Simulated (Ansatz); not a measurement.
# Rh under changes of volume

One of the cells (14.302 Å³/atom); the others are scaled copies at fixed shape and fractional positions:

```
CELL_PARAMETERS angstrom
2.73098 0.00000 0.00000
-1.36549 2.36510 0.00000
0.00000 0.00000 4.42849
ATOMIC_POSITIONS crystal
Rh 0.33333 0.66667 0.25000
Rh 0.66667 0.33333 0.75000
```

This isn't the form of Rh at room conditions, which is fcc.

| Item | Value |
| --- | --- |
| Program | Ansatz 0.2.0 |
| Functional | HSE06 |
| Potentials or basis | Ansatz PAW |
| Cutoff | 420 eV (not typed: the program's choice for these potentials) |
| k mesh | 6 × 6 × 4 |
| Occupations | fermi-dirac, width 0.05 eV |
| Spin | no spin polarisation |

```csv
volume (Å³/atom),energy over the lowest point (meV/atom),pressure (GPa)
13.444,0.00,1.4
13.730,3.20,-4.6
14.016,16.43,-9.9
14.302,38.48,-14.5
14.588,68.25,-18.5
14.874,?,?
15.160,147.10,-25.1
```

**Question.** What does the run at 14.874 Å³/atom give?

**Answer.** Energy over the lowest point 104.75 meV/atom; pressure -22.0 GPa.

Worked out: A Birch-Murnaghan fit of order 3 (a polynomial in V^(-2/3)) to the other rows has its minimum at 13.50 Å³/atom with B0 = V·E''(V) = 295 GPa and B' = 5.2 at fixed shape and positions, which overstates the stiffness. It gives 104.73 meV/atom at 14.874 Å³/atom, against the run's 104.75, and -dE/dV = -22.2 GPa, against -22.0.

Energies are extrapolated to zero smearing.

Caveats: all runs use coarse meshes; the PAW data sets come from PBE, with cores solved anew for the run's functional, which leaves a small shift of forces and pressure; the thresholds are loose for stress.
